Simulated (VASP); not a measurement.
# MgS (Niningerite) (Fm-3m) in VASP: a series of runs

One crystal, MgS (Niningerite), is run at these levels: PBE; tasks: relaxation of cell and atoms.

Everything below comes from runs of VASP 6.6.1. Logs are shortened: lines on timing, memory, paths and dates and some standing lists are left out, and cuts for length are marked.

### 1 The structure

It takes space group Fm-3m (No. 225, cubic). Conventional cell: a = 5.203 Å, b = 5.203 Å, c = 5.203 Å, α = 90.00°, β = 90.00°, γ = 90.00°. Mg (site symmetry m-3m) has 6 S at 2.60 Å as nearest neighbours. S (site symmetry m-3m) is surrounded by 6 Mg at 2.60 Å.

### 2 Relaxation of cell and atoms, PBE

Input file INCAR:

```
ALGO = Normal
EDIFF = 1E-6
EDIFFG = -0.01
ENCUT = 600
GGA = PE
IBRION = 2
ISIF = 3
ISMEAR = 0
LASPH = T
LCHARG = F
LREAL = F
LWAVE = F
NELM = 80
NSW = 90
PREC = Accurate
SIGMA = 0.03
```

Input file KPOINTS:

```
k-points
0
Gamma
  10 10 10
```

Input file POSCAR:

```
MgS
1.0
    0.0000000000      2.6016500000      2.6016500000
    2.6016500000      0.0000000000      2.6016500000
    2.6016500000      2.6016500000      0.0000000000
Mg S
1 1
Direct
    0.0000000000      0.0000000000      0.0000000000
    0.5000000000      0.5000000000      0.5000000000
```

Potentials or basis: VASP PAW PBE potentials, release 64 (Mg, S).

The run is started by

```sh
$ cat potpaw_PBE.64/Mg/POTCAR potpaw_PBE.64/S/POTCAR > POTCAR
$ mpirun -np 1 vasp_std > vasp.out
```

OUTCAR:

```text
EDIFF = 1E-6
   EDIFFG = -0.01
   ENCUT = 600
   GGA = PE
   IBRION = 2
   ISIF = 3
   ISMEAR = 0
   LASPH = T
   LREAL = F
   NELM = 80
   NSW = 90
   PREC = Accurate

 ion  position               nearest neighbor table
   1  0.000  0.000  0.000-   2 2.60   2 2.60   2 2.60   2 2.60   2 2.60   2 2.60
   2  0.500  0.500  0.500-   1 2.60   1 2.60   1 2.60   1 2.60   1 2.60   1 2.60

  LATTYP: Found a face centered cubic cell.
 ALAT       =     5.2033000000

  Lattice vectors:

 A1 = (   0.0000000000,   2.6016500000,   2.6016500000)
 A2 = (   2.6016500000,   0.0000000000,   2.6016500000)
 A3 = (   2.6016500000,   2.6016500000,   0.0000000000)

Analysis of symmetry for initial positions (statically):
=====================================================================
 Subroutine PRICEL returns:
 Original cell was already a primitive cell.

 Routine SETGRP: Setting up the symmetry group for a
 face centered cubic supercell.

 Subroutine GETGRP returns: Found 48 space group operations
 (whereof 48 operations were pure point group operations)
 out of a pool of 48 trial point group operations.

The static configuration has the point symmetry O_h .

Analysis of symmetry for dynamics (positions and initial velocities):
=====================================================================
 Subroutine PRICEL returns:
 Original cell was already a primitive cell.

 Routine SETGRP: Setting up the symmetry group for a
 face centered cubic supercell.

 Subroutine GETGRP returns: Found 48 space group operations
 (whereof 48 operations were pure point group operations)
 out of a pool of 48 trial point group operations.

The dynamic configuration has the point symmetry O_h .

 Subroutine INISYM returns: Found 48 space group operations
 (whereof 48 operations are pure point group operations),
 and found     1 'primitive' translations

----------------------------------------------------------------------------------------

                                     Primitive cell

  volume of cell :      35.2190

  direct lattice vectors                    reciprocal lattice vectors
     0.000000000  2.601650000  2.601650000    -0.192185728  0.192185728  0.192185728
     2.601650000  0.000000000  2.601650000     0.192185728 -0.192185728  0.192185728
     2.601650000  2.601650000  0.000000000     0.192185728  0.192185728 -0.192185728

  length of vectors
     3.679288715  3.679288715  3.679288715     0.332875446  0.332875446  0.332875446

  position of ions in fractional coordinates (direct lattice)
     0.000000000  0.000000000  0.000000000
     0.500000000  0.500000000  0.500000000

  ion indices of the primitive-cell ions
   primitive index   ion index
                 1           1
                 2           2

----------------------------------------------------------------------------------------

 KPOINTS: k-points

Automatic generation of k-mesh.
 Grid dimensions read from file:
 generate k-points for:   10   10   10

 Generating k-lattice:

  Cartesian coordinates                     Fractional coordinates (reciprocal lattice)
    -0.019218573  0.019218573  0.019218573     0.100000000  0.000000000  0.000000000
     0.019218573 -0.019218573  0.019218573     0.000000000  0.100000000  0.000000000
     0.019218573  0.019218573 -0.019218573     0.000000000  0.000000000  0.100000000

  Length of vectors
     0.033287545  0.033287545  0.033287545

  Shift w.r.t. Gamma in fractional coordinates (k-lattice)
     0.000000000  0.000000000  0.000000000

 Subroutine IBZKPT returns following result:
 ===========================================

 Found     47 irreducible k-points:

 Following reciprocal coordinates:
            Coordinates               Weight
  0.000000  0.000000  0.000000      1.000000
  0.100000  0.000000  0.000000      8.000000
  0.200000  0.000000  0.000000      8.000000
  0.300000  0.000000  0.000000      8.000000
  0.400000  0.000000  0.000000      8.000000
  0.500000  0.000000  0.000000      4.000000
[... 16 lines left out ...]
  0.300000  0.300000  0.000000      6.000000
  0.400000  0.300000  0.000000     24.000000
 [... further k-points ...]
   k-points           NKPTS =     47   k-points in BZ     NKDIM =     47   number of bands    NBANDS=      8
   number of dos      NEDOS =    301   number of ions     NIONS =      2
   total plane-waves  NPLWV =  27000
   dimension x,y,z NGX =    30 NGY =   30 NGZ =   30
   dimension x,y,z NGXF=    60 NGYF=   60 NGZF=   60
   ions per type =               1   1
   NGX,Y,Z   is equivalent  to a cutoff of  13.56, 13.56, 13.56 a.u.
   NGXF,Y,Z  is equivalent  to a cutoff of  27.11, 27.11, 27.11 a.u.
 SYSTEM =  unknown system
   PREC   = accura    normal or accurate (medium, high low for compatibility)
   ISTART =      0    job   : 0-new  1-cont  2-samecut
   ICHARG =      2    charge: 1-file 2-atom 10-const
   ISPIN  =      1    spin polarized calculation?
   LNONCOLLINEAR =      F non collinear calculations
   LSORBIT =      F    spin-orbit coupling
   LASPH  =      T    aspherical Exc in radial PAW
   ENCUT  =  600.0 eV  44.10 Ry    6.64 a.u.   7.35  7.35  7.35*2*pi/ulx,y,z
   NELM   =     80;   NELMIN=  2; NELMDL= -5     # of ELM steps
   EDIFF  = 0.1E-05   stopping-criterion for ELM
   LREAL  =      F    real-space projection
   EDIFFG = -.1E-01   stopping-criterion for IOM
   NSW    =     90    number of steps for IOM
   IBRION =      2    ionic relax: 0-MD 1-quasi-New 2-CG
   NFREE  =      1    steps in history (QN), initial steepest desc. (CG)
   ISIF   =      3    stress and relaxation
   ISYM   =      2    0-nonsym 1-usesym 2-fastsym
   POTIM  = 0.5000    time-step for ionic-motion
   TEBEG  =    0.0;   TEEND  =   0.0 temperature during run
   PSTRESS=    0.0 pullay stress
   NELECT =       8.0000    total number of electrons
   NUPDOWN=      -1.0000    fix difference up-down
   EMIN   =  10.00;   EMAX   =-10.00  energy-range for DOS
   EFERMI =   0.00;   METHOD = LEGACY
   ISMEAR =     0;   SIGMA  =   0.03  broadening in eV -4-tet -1-fermi 0-gaus
   EFERMI_NEDOS =   21; number of points for ismear=-14 and -15
   IALGO  =     38    algorithm
   IMIX   =      4    mixing-type and parameters
     AMIX     =   0.40;   BMIX     =  1.00
     AMIX_MAG =   1.60;   BMIX_MAG =  1.00
  volume/ion in A,a.u.               =      17.61       118.83
  Fermi-wavevector in a.u.,A,eV,Ry     =   0.998878  1.887606 13.575323  0.997758
  Thomas-Fermi vector in A             =   2.131131
   LORBIT       =      0    0 simple, 1 ext, 2 COOP (PROOUT), +10 PAW based schemes
   GGA     = PE    functional components
   LHFCALC =     F    Hartree Fock is set to
   AEXX    =    0.0000 exact exchange contribution
   IVDW    =     0    specifies the selected vdW correction
   LEPSILON=     F    determine dielectric tensor
   LRPA    =     F    only Hartree local field effects (RPA)
 conjugate gradient relaxation of ions
 non-spin polarized calculation
 Gauss-broadening in eV      SIGMA  =   0.03
  energy-cutoff  :      600.00
  volume of cell :       35.22
 maximum number of plane-waves:      1211
 NGX is ok and might be reduce to    30
   NGX = 15   NGY = 15   NGZ = 15

--------------------------------------- Ionic step        1  -------------------------------------------

 number of electron       7.9999999 magnetization

 Free energy of the ion-electron system (eV)
  ---------------------------------------------------
  ext. energy  EPLUGINS =         0.00000000
  ---------------------------------------------------
  free energy    TOTEN  =        -8.50243419 eV

  energy without entropy =       -8.50243419  energy(sigma->0) =       -8.50243419

------------------------ aborting loop because EDIFF is reached ----------------------------------------

  FORCE on cell =-STRESS in cart. coord.  units (eV):
  Direction    XX          YY          ZZ          XY          YZ          ZX
  --------------------------------------------------------------------------------------
  -------------------------------------------------------------------------------------
  Total        0.1951254      0.1951254      0.1951254     -0.0000000     -0.0000000      0.0000000
  in kB        8.8766211      8.8766211      8.8766211     -0.0000000     -0.0000000      0.0000000
  external PRESSURE =       8.8766211 kB  Pullay stress =       0.0000000 kB
[... 57 lines left out ...]
  energy  without entropy=       -8.5034935943  energy(sigma->0) =       -8.50349359

--------------------------------------- Ionic step        3  -------------------------------------------

 number of electron       7.9999999 magnetization

 Free energy of the ion-electron system (eV)
  ---------------------------------------------------
  ext. energy  EPLUGINS =         0.00000000
  ---------------------------------------------------
  free energy    TOTEN  =        -8.50354662 eV

  energy without entropy =       -8.50354662  energy(sigma->0) =       -8.50354662

 E-fermi :   3.8139     XC(G=0):  -9.6410

 val. band max:        3.6225061907   @ k =   0.0000   0.0000   0.0000
 cond. band min:       6.3734445262   @ k =   0.5000   0.5000   0.0000
 fundamental gap:      2.7509383355
 Fermi energy:         3.8139099981

 k-point     1 :       0.0000    0.0000    0.0000
  band No.  band energies     occupation
      1      -8.9789      2.00000
      2       3.6225      2.00000
      3       3.6225      2.00000
      4       3.6225      2.00000
      5       7.2432      0.00000
      6      11.5842      0.00000
      7      11.5842      0.00000
      8      11.5842      0.00000
[... 243 lines left out ...]
 k-point    24 :       0.4000    0.3000    0.0000
  band No.  band energies     occupation
      1      -7.7245      2.00000
      2       0.0726      2.00000
      3       2.0142      2.00000
      4       2.2820      2.00000
      5       7.5353      0.00000
      6       8.8776      0.00000
      7      13.0381      0.00000
      8      14.0947      0.00000

 [... further k-points ...]

------------------------ aborting loop because EDIFF is reached ----------------------------------------

  FORCE on cell =-STRESS in cart. coord.  units (eV):
  Direction    XX          YY          ZZ          XY          YZ          ZX
  --------------------------------------------------------------------------------------
  -------------------------------------------------------------------------------------
  Total        0.0004984      0.0004984      0.0004984     -0.0000000     -0.0000000      0.0000000
  in kB        0.0224143      0.0224143      0.0224143     -0.0000000     -0.0000000      0.0000000
  external PRESSURE =       0.0224143 kB  Pullay stress =       0.0000000 kB
[... 17 lines left out ...]
  FREE ENERGIE OF THE ION-ELECTRON SYSTEM (eV)
  ---------------------------------------------------
  free  energy   TOTEN  =        -8.5035466225 eV

  energy  without entropy=       -8.5035466225  energy(sigma->0) =       -8.50354662

 reached required accuracy - stopping structural energy minimisation
```

Run time: 14 s. Hardware: 1 thread of Intel Xeon 6975P-C (Granite Rapids), shared host; peak memory 0.18 GiB.

What came out:

* Free energy: -8.5035 eV
* Relaxed volume: 17.81 Å³/atom
* Relaxed cell: a = 3.693 Å, b = 3.693 Å, c = 3.693 Å, α = 60.00°, β = 60.00°, γ = 60.00°
* Space group after relaxing (to 0.05 Å): Fm-3m (No. 225)
* Energy gained by relaxing: 0.6 meV/atom
* Ionic steps: 3
* Pressure after relaxing: 0.0 GPa
* Band gap on the k mesh: 2.75 eV, indirect (least direct gap 3.62 eV)

The path:
| step | energy change (eV) | largest force (eV/Å) | pressure (GPa) | volume (Å³) |
| --- | --- | --- | --- | --- |
| 1 | 0.0000 | 0.0000 | 0.89 | 35.22 |
| 2 | -0.0011 | 0.0000 | -0.19 | 35.72 |
| 3 | -0.0011 | 0.0000 | 0.00 | 35.63 |

Final structure:
```cif
data_structure
_symmetry_space_group_name_H-M 'P 1'
_symmetry_Int_Tables_number 1
_cell_length_a 3.6934
_cell_length_b 3.6934
_cell_length_c 3.6934
_cell_angle_alpha 60.000
_cell_angle_beta 60.000
_cell_angle_gamma 60.000
_cell_volume 35.63
loop_
_atom_site_label
_atom_site_type_symbol
_atom_site_fract_x
_atom_site_fract_y
_atom_site_fract_z
_atom_site_occupancy
Mg1 Mg 0.00000 0.00000 0.00000 1
S1 S 0.50000 0.50000 0.50000 1
```

Levels at points of the mesh, in eV from the valence-band top:
| k point | band 2 | band 3 | band 4 | band 5 | band 6 | band 7 |
| --- | --- | --- | --- | --- | --- | --- |
| (0.00, 0.00, 0.00) | 0.00 | 0.00 | 0.00 | 3.62 | 7.96 | 7.96 |
| (0.50, 0.00, 0.00) | -4.77 | -0.58 | -0.58 | 4.53 | 6.89 | 6.89 |
| (0.50, 0.50, 0.00) | -4.13 | -1.66 | -1.66 | 2.75 | 4.43 | 11.89 |

A k mesh can miss the band edges. PBE usually gives volumes a little too large and moduli too small.

### 3 Relaxation of cell and atoms, PBE

This run uses another cell than the first one, of 17.81 Å³/atom, 1.012 times its volume.

INCAR, as its differences from that of step 2:

```diff
@@ -1,4 +1,4 @@
 ALGO = Normal
-EDIFF = 1E-6
-EDIFFG = -0.01
+EDIFF = 1E-7
+EDIFFG = -0.005
 ENCUT = 600
```

KPOINTS is that of step 2.

Input file POSCAR:

```
MgS                                     
1.0
    0.0000000000      2.6116458287      2.6116458287
    2.6116458287     -0.0000000000      2.6116458287
    2.6116458287      2.6116458287      0.0000000000
  Mg              S             
     1     1
Direct
     0.0000000000000000    0.0000000000000000    0.0000000000000000
     0.5000000000000000    0.5000000000000000    0.5000000000000000
```

Potentials or basis: VASP PAW PBE potentials, release 64 (Mg, S).

The run is started by

```sh
$ cat potpaw_PBE.64/Mg/POTCAR potpaw_PBE.64/S/POTCAR > POTCAR
$ mpirun -np 1 vasp_std > vasp.out
```

It took 7.6 s on 1 thread of Intel Xeon 6975P-C (Granite Rapids), shared host; peak memory 0.17 GiB.

The run converged. Its results:

```
Free energy             : -8.5036 eV
Pressure after relaxing : 0.0 GPa
Band gap on the k mesh  : 2.75 eV, indirect (least direct gap 3.62 eV)
```

Final structure:
```cif
data_structure
_symmetry_space_group_name_H-M 'P 1'
_symmetry_Int_Tables_number 1
_cell_length_a 3.6934
_cell_length_b 3.6934
_cell_length_c 3.6934
_cell_angle_alpha 60.000
_cell_angle_beta 60.000
_cell_angle_gamma 60.000
_cell_volume 35.63
loop_
_atom_site_label
_atom_site_type_symbol
_atom_site_fract_x
_atom_site_fract_y
_atom_site_fract_z
_atom_site_occupancy
Mg1 Mg 0.00000 0.00000 0.00000 1
S1 S 0.50000 0.50000 0.50000 1
```

Levels at points of the mesh, in eV from the valence-band top:
| k point | band 2 | band 3 | band 4 | band 5 | band 6 | band 7 |
| --- | --- | --- | --- | --- | --- | --- |
| (0.00, 0.00, 0.00) | 0.00 | 0.00 | 0.00 | 3.62 | 7.96 | 7.96 |
| (0.50, 0.00, 0.00) | -4.77 | -0.58 | -0.58 | 4.53 | 6.89 | 6.89 |
| (0.50, 0.50, 0.00) | -4.13 | -1.66 | -1.66 | 2.75 | 4.43 | 11.89 |

Caveat: the relaxation stopped at its first step, so nothing moved.
